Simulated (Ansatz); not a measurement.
## Could BaF2 exist in this structure?

Plane-wave DFT in Ansatz with scalar-relativistic PAW potentials. The crystal relaxes under PBE to Fm-3m with a = 6.246 Å, 20.31 Å³/atom. No spin polarisation.

```cif
data_structure
_symmetry_space_group_name_H-M 'Fm-3m'
_symmetry_Int_Tables_number 225
_cell_length_a 6.2460
_cell_length_b 6.2460
_cell_length_c 6.2460
_cell_angle_alpha 90.000
_cell_angle_beta 90.000
_cell_angle_gamma 90.000
_cell_volume 243.67
loop_
_atom_site_label
_atom_site_type_symbol
_atom_site_symmetry_multiplicity
_atom_site_Wyckoff_symbol
_atom_site_fract_x
_atom_site_fract_y
_atom_site_fract_z
_atom_site_occupancy
Ba1 Ba 4 a 0.00000 0.00000 0.00000 1
F1 F 8 c 0.25000 0.75000 0.75000 1
```

Test it against the elements, against displacements at the zone centre and against strain.

- Energy over the elements: -3.894 eV/atom (PBE, standard states in the same functional, gases uncorrected)
- Optical modes at Γ: all 6 real, 180 to 241 cm⁻¹ (PBEsol, without the LO-TO term)
- Least eigenvalue of the elastic tensor: 26 GPa (PBEsol)

It passes all three tests. So it is a local minimum against everything tried and bound against the elements. Modes at other wave vectors, other structures and decomposition into other compounds weren't tested here. The cell tested can't double, which is how many cubic oxides and halides distort (tilted octahedra, shifted anions). The modes and the tensor belong to cells relaxed at their own level (19.27 Å³/atom for the tensor), not to the cell shown; modes and shear constants soften as a cell grows, so the larger cell shown may fail a test that the smaller one passes.